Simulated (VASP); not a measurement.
**BaF2 (fluorite): computed properties**

Computed with r2SCAN meta-GGA, VASP's PBE PAW potentials (set 64) (plane waves; VASP).

| Property | Value |
|---|---|
| space group | Fm-3m (225) |
| cell | a = b = c = 6.226 Å, α = β = γ = 90.00° |
| volume per atom | 20.11 Å³/atom |
| band gap (over mesh and band path) | 7.27 eV |
| smallest direct gap (over mesh and band path) | 7.35 eV |
| band-edge character | indirect, K-Γ at 0.44 to Γ |
| density | 4.83 g/cm³ |

```cif
data_BaF2
_chemical_formula_sum 'Ba1 F2'
_space_group_name_H-M_alt 'P 1'
_space_group_IT_number 1
_cell_length_a 4.40227
_cell_length_b 4.40227
_cell_length_c 4.40227
_cell_angle_alpha 60.000
_cell_angle_beta 60.000
_cell_angle_gamma 60.000
loop_
_space_group_symop_operation_xyz
  'x, y, z'
loop_
_atom_site_label
_atom_site_type_symbol
_atom_site_fract_x
_atom_site_fract_y
_atom_site_fract_z
_atom_site_occupancy
Ba1 Ba 0.00000 0.00000 0.00000 1
F1 F 0.25000 0.25000 0.25000 1
F2 F 0.75000 0.75000 0.75000 1
```

Measured: gap 10.50 eV (computed value off by -3.23 eV), as given by Andrés Aguado et al., Journal of the Physical Society of Japan (1999), arXiv:cond-mat/9901145. Unless said otherwise, spin-orbit coupling is left out, though it shifts the bands of the heavy elements here.

The compound is BaF2 in the fluorite structure. It was relaxed first. Symmetry was kept, so distortions that lower it aren't found.
